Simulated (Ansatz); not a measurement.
## LiI in the rock salt structure (space group Fm-3m, No. 225)

```
LiI
1.0
    0.00000     2.95164     2.95164
    2.95164     0.00000     2.95164
    2.95164     2.95164     0.00000
I Li
1 1
Direct
  0.00000   0.00000   0.00000
  0.50000   0.50000   0.50000
```

Calculations: PBEsol (Ansatz, an electronic-structure program; PAW; 420 eV plane waves; no spin-orbit coupling). k-mesh 10×10×10 (Γ-centred); smearing 0.05 eV (Fermi–Dirac).

The volume per atom is 25.72 Å³ and the density comes out as 4.32 g/cm³. The band gap is 4.31 eV, indirect, K–Γ (73 % along) → X and the electron mass is 0.88 mₑ along k, 0.47 mₑ across. The lowest conduction-band minima above the VBM is X along ⟨100⟩ 4.31 eV; Γ 4.34 eV; L along ⟨111⟩ 4.45 eV and the total energy comes out as -3818.862 eV/atom (σ→0; compares only within this code and set-up).

Spin-orbit coupling, missing from the scalar runs, can matter with I. Masses are band curvatures over ±0.01 Å⁻¹ around the edge. Along k means along the line from Γ to the band edge. Whether these cells are dynamically stable was not tested.
